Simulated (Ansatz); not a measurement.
# LiF (Griceite) (Fm-3m) in Ansatz: convergence with n extra bands

Aim: find how far n extra bands must go before the results for LiF (Griceite) settle, at r2SCAN. This setting moves, with any that are tied to it; all else stays.

Everything below comes from runs of Ansatz 0.2.0. Logs are shortened: lines on timing, memory, paths and dates and some standing lists are left out, and cuts for length are marked.

**1. The structure**

Symmetry: Fm-3m, No. 225, cubic system. Conventional cell: a = 4.028 Å, b = 4.028 Å, c = 4.028 Å, α = 90.00°, β = 90.00°, γ = 90.00°. F (site symmetry m-3m) is surrounded by 6 Li at 2.01 Å. Li (site symmetry m-3m) is surrounded by 6 F at 2.01 Å.

**2. With n extra bands 1**

File input.yaml:

```yaml
crystal:
  lattice:
    - [0.0, 2.014, 2.014]
    - [2.014, 0.0, 2.014]
    - [2.014, 2.014, 0.0]
  atoms:
    - { symbol: F, position: [0.5, 0.5, 0.5] }
    - { symbol: Li, position: [0.0, 0.0, 0.0] }
hamiltonian:
  xc: r2scan
  pseudopotentials: { kind: paw }
kpoints:
  mp_grid: { grid: [10, 10, 10] }
scf:
  occupations: { method: methfessel_paxton, width: 0.05 }
  n_extra_bands: 1
output:
  forces: true
  stress: true
  eigenvalues: true
```

Potentials or basis: Ansatz PAW.

Launch:

```console
> ansatz run input.yaml --threads 2 --pin off --max-ram 5632MiB --backend cpu --events-out ev --progress --plain --runs-dir out
```

The program printed:

```text
Warning: RAYON_NUM_THREADS=2 ignored (pool sized by the plan → 2); use --threads N
scf.n_extra_bands = 1 over 5 filled bands (N_el = 10.0): the run solves 6 bands
Engine: ansatz 0.2.0, x86_64-unknown-linux-gnu
Pseudopotentials: kind: paw
Pseudopotential: F, paw, valence charge 7, recommended cutoff 500 eV (meta_gga), F.paw.azcp
Pseudopotential: Li, paw, valence charge 3, recommended cutoff 500 eV (meta_gga), Li.paw.azcp
Functional definition: r2SCAN
  parameter k0 = 0.174
  parameter k1 = 0.065
  parameter a1 = 4.9479
  exchange = r2scan_x(k0 = k0, k1 = k1, a1 = a1)
  correlation = r2scan_c
Crystal: 2 atoms, lattice volume = 16.338 Å³
Basis set: ecut = 500 eV, 411 PW (Γ), exchange–correlation on 96×96×96 points (64 copies of the dense FFT grid, shifted against one another)
Bands: 6, of which v1, the nominal top of the filled ones, is band 5 counted from 1 (4 counted from 0)
Symmetry: 48 space group operations
Space group: Fm-3m (ITA 225), of the structure as read, at distance tolerance 2.5e-5 Å
k-points: 47 of 1000
Non-local potential: F, projectors of the file, l = 0: 2, l = 1: 2, l = 2: 1
Non-local potential: Li, projectors of the file, l = 0: 3, l = 1: 2, l = 2: 1
PAW form: soft (Blöchl's): semilocal exchange-correlation on the pseudo side does not see the compensation charge
PAW frozen core: F, regenerated for the run's functional (the file was generated under x = pbe(κ = 0.804, μ = 0.2195149727645171), c = pbe(β = 0.06672455060314922))
PAW one-centre angular grid: F, 302 points (default); XC on 160 Gauss nodes
PAW one-centre angular grid: Li, 302 points (default); XC on 327 of its mesh's 2665 points in the sphere
Initial density: superposition of atomic densities (neutral atoms: chi_scale 0, normalization atom), corrected by the library's trained network
Initial wavefunctions: pseudopotential atomic-orbital guess
Functional: x = r2scan, c = r2scan; τ floored in thin density (d = 2e-4 eV/Å³)
SCF iter   1: F=—  HF=-1018.286111 eV  |F-HF|=—  |Δ(HF+E_count)|=         —  Δρ=7.55e-3  dr2=8.31e-3  dr2_τ=3.28e-2  ethr=1.77e-3  ⟨swp⟩=5.2  Hψ=2106  notcnv=0
preconditioner: auto → none  [insulator: Δε(μ)=10.226 eV  Ē_g=19.768 eV  σ=0.050 eV  W_gap=1.00  n_scr=0 (ndim 8)  ℏωp=26.0 eV  f_vac=0.000  D(μ)=0.00/eV (n_scr^D=0)  ε∞_Penn≈2.7]
SCF iter   2: F=—  HF=-1018.328955 eV  |F-HF|=—  |Δ(HF+E_count)|=   4.28e-2  S|Δr|=    0.00e0  Δρ=4.45e-3  dr2=7.95e-4  dr2_τ=2.94e-4  ethr=8.31e-5  ⟨swp⟩=2.2  Hψ=902  notcnv=0
SCF iter   3: F=—  HF=-1018.328881 eV  |F-HF|=—  |Δ(HF+E_count)|=   7.46e-5  S|Δr|=    0.00e0  Δρ=1.49e-3  dr2=1.69e-4  dr2_τ=2.87e-5  ethr=7.95e-6  ⟨swp⟩=2.1  Hψ=439  notcnv=0
SCF iter   4: F=—  HF=-1018.328849 eV  |F-HF|=—  |Δ(HF+E_count)|=   3.20e-5  S|Δr|=    0.00e0  Δρ=6.12e-4  dr2=2.63e-5  dr2_τ=4.20e-6  ethr=1.69e-6  ⟨swp⟩=1.0  Hψ=282  notcnv=0
SCF iter   5: F=—  HF=-1018.328842 eV  |F-HF|=—  |Δ(HF+E_count)|=   6.19e-6  S|Δr|=    0.00e0  Δρ=1.28e-4  dr2=9.34e-7  dr2_τ=1.94e-7  ethr=2.63e-7  ⟨swp⟩=1.0  Hψ=282  notcnv=0
SCF iter   6: F=-1018.328842 eV  HF=-1018.328842 eV  |F-HF|=1.39e-8  |Δ(HF+E_count)|=   2.53e-8  S|Δr|=    0.00e0  Δρ=1.82e-5  dr2=1.37e-8  dr2_τ=4.39e-9  ethr=1.00e-9  ⟨swp⟩=4.9  Hψ=1478  notcnv=0
SCF 1 converged in 6 iterations: F = -1018.328842 eV  dr2 = 1.37e-8
SCF converged after 6 iterations
Stability not checked: this state was not tested for a lower state beside it, because cold or Methfessel-Paxton smearing, or corrected tetrahedra, fill the levels in a way that the test cannot read (fill_not_monotonic; see scf.lower_state_search)
Free energy (F): -1018.328842 eV
Harris-Foulkes:  -1018.328842 eV  (|F-HF|=1.39e-8)
Internal energy: -1018.328842 eV  (E = F + TS)
E sigma→0 (E₀):  -1018.328842 eV
Fermi energy:    5.397654 eV
Step filling:    the computed levels leave a gap of 10.0593 eV = 201.2 smearing widths at the electron count; against every level under it full and every level over it empty, smearing changes F+E_penalty+E_count by +0.00e0 meV and its σ→0 estimate by +0.00e0 meV
--- Per-component energies (eV) ---
  E_band       = -128.341102
  E_kinetic    = 232.165287
  E_local      = -642.722618  (includes V_loc(G=0)·N_el)
  E_nonlocal   = 39.630550
  E_hartree    = 225.860511
  E_xc         = -91.060774
  E_vxc        = -133.244453  (∫ρ·V_xc dr)
  E_paw        = -225.041754  (= ΣΔE_a)
  E_vpaw       = -85.590833  (= ΣTr[D̂ρ^β])
  E_aug_tail   = 0.001033  (compensation charges beyond the density's cutoff)
  E_vtau       = 9.697676  (kinetic-family band-sum trace: ∫τ·v_τ [+ j·A + Jᵃ·Aᵃ] dr)
  E_ewald      = -557.129686
  E_core_change = -0.031392  (= ΣΔE_core)
  E_smearing   = -0.000000  (= −TS)
  E_closure    = 0.000000  (closes the sum)
  Σ components = -1018.328842   (vs F -1018.328842, Δ=0.00e0)
--- Forces (eV/Å), atoms counted from 1 ---
  atom   1  F      0.00000000    -0.00000000     0.00000000
  atom   2  Li    -0.00000000     0.00000000    -0.00000000
  max |Σ_I F_I| component: 2.91e-29 eV/Å
--- Stress (GPa, compression-positive) ---
       -2.061656      -0.000000       0.000000
       -0.000000      -2.061656       0.000000
        0.000000      -0.000000      -2.061656
  P = ⅓ Tr σ = -2.0617 GPa (-20.617 kbar)
--- Band table (eV; the first three rows and the last of 47) ---
  k-point 0: bands = ["-41.5369", "-20.7386", "0.3679", "0.3679", "0.3679", "10.4271"]
  k-point 1: bands = ["-41.5315", "-20.7005", "0.0821", "0.3440", "0.3440", "10.7274"]
  k-point 2: bands = ["-41.5172", "-20.5986", "-0.6072", "0.2825", "0.2825", "11.4055"]
  k-point 46: bands = ["-41.4645", "-20.0837", "-1.9903", "-1.3822", "-0.4592", "16.4963"]
```

Wall time 1.1 s (2 threads of AMD EPYC 7R43 (Zen 3), shared host); peak memory 0.37 GiB.

Results:

- Free energy: -1018.3288 eV
- Pressure: -2.1 GPa
- Band gap on the k mesh: 10.06 eV, direct

**3. With n extra bands 2**

input.yaml: that of step 2 with these lines changed.

```diff
@@ -15,3 +15,3 @@
   occupations: { method: methfessel_paxton, width: 0.05 }
-  n_extra_bands: 1
+  n_extra_bands: 2
 output:
```

Potentials or basis: Ansatz PAW.

Launch:

```console
> ansatz run input.yaml --threads 2 --pin off --max-ram 5632MiB --backend cpu --events-out ev --progress --plain --runs-dir out
```

It took 1.1 s on 2 threads of AMD EPYC 7R43 (Zen 3), shared host; peak memory 0.37 GiB.

What came out:

| Property | Result |
| --- | --- |
| Free energy | -1018.3288 eV |
| Pressure | -2.1 GPa |
| Band gap on the k mesh | 10.06 eV, direct |

**4. With n extra bands 4**

input.yaml: that of step 3 with these lines changed.

```diff
@@ -15,3 +15,3 @@
   occupations: { method: methfessel_paxton, width: 0.05 }
-  n_extra_bands: 2
+  n_extra_bands: 4
 output:
```

Launch:

```console
> ansatz run input.yaml --threads 2 --pin off --max-ram 5632MiB --backend cpu --events-out ev --progress --plain --runs-dir out
```

It took 1.2 s on 2 threads of AMD EPYC 7R43 (Zen 3), shared host; peak memory 0.37 GiB.

Results:

```yaml
Free_energy: -1018.3288 eV
Pressure: -2.1 GPa
Band_gap_on_the_k_mesh: 10.06 eV, direct
```

**5. With n extra bands 8**

input.yaml: that of step 4 with these lines changed.

```diff
@@ -15,3 +15,3 @@
   occupations: { method: methfessel_paxton, width: 0.05 }
-  n_extra_bands: 4
+  n_extra_bands: 8
 output:
```

Launch:

```console
> ansatz run input.yaml --threads 2 --pin off --max-ram 5632MiB --backend cpu --events-out ev --progress --plain --runs-dir out
```

It took 1.2 s on 2 threads of AMD EPYC 7R43 (Zen 3), shared host; peak memory 0.37 GiB.

It converged, with:

| Item | Value |
| --- | --- |
| Free energy | -1018.3288 eV |
| Pressure | -2.1 GPa |
| Band gap on the k mesh | 10.06 eV, direct |

**6. With n extra bands 16**

input.yaml: that of step 5 with these lines changed.

```diff
@@ -15,3 +15,3 @@
   occupations: { method: methfessel_paxton, width: 0.05 }
-  n_extra_bands: 8
+  n_extra_bands: 16
 output:
```

Potentials or basis: Ansatz PAW.

Launch:

```console
> ansatz run input.yaml --threads 2 --pin off --max-ram 5632MiB --backend cpu --events-out ev --progress --plain --runs-dir out
```

Run time: 1.4 s. Hardware: 2 threads of AMD EPYC 7R43 (Zen 3), shared host; peak memory 0.38 GiB.

It converged, with:

```
Free energy            : -1018.3288 eV
Pressure               : -2.1 GPa
Band gap on the k mesh : 10.06 eV, direct
```

**7. With n extra bands 32**

input.yaml: that of step 6 with these lines changed.

```diff
@@ -15,3 +15,3 @@
   occupations: { method: methfessel_paxton, width: 0.05 }
-  n_extra_bands: 16
+  n_extra_bands: 32
 output:
```

Launch:

```console
> ansatz run input.yaml --threads 2 --pin off --max-ram 5632MiB --backend cpu --events-out ev --progress --plain --runs-dir out
```

It took 1.7 s on 2 threads of AMD EPYC 7R43 (Zen 3), shared host; peak memory 0.39 GiB.

The run converged. Its results:

| Property | Result |
| --- | --- |
| Free energy | -1018.3288 eV |
| Pressure | -2.1 GPa |
| Band gap on the k mesh | 10.06 eV, direct |

**8. The series at a glance**

```csv
n extra bands,"energy less the tightest run, at zero smearing (meV/atom)",SCF cycles,CPU time (s),peak memory (GiB)
1,0.00,6,1.8,0.37
2,0.00,6,1.8,0.37
4,0.00,6,2,0.37
8,0.00,6,2,0.37
16,0.00,6,2.5,0.38
32,0.00,6,3,0.39
```

Against the tightest run, the energy stays within 1 meV/atom from 1 on. The tightest run that finished is the yardstick and may itself not be fully converged.

Caveats: the PAW data sets come from PBE, with cores solved anew for the run's functional, which leaves a small shift of forces and pressure.
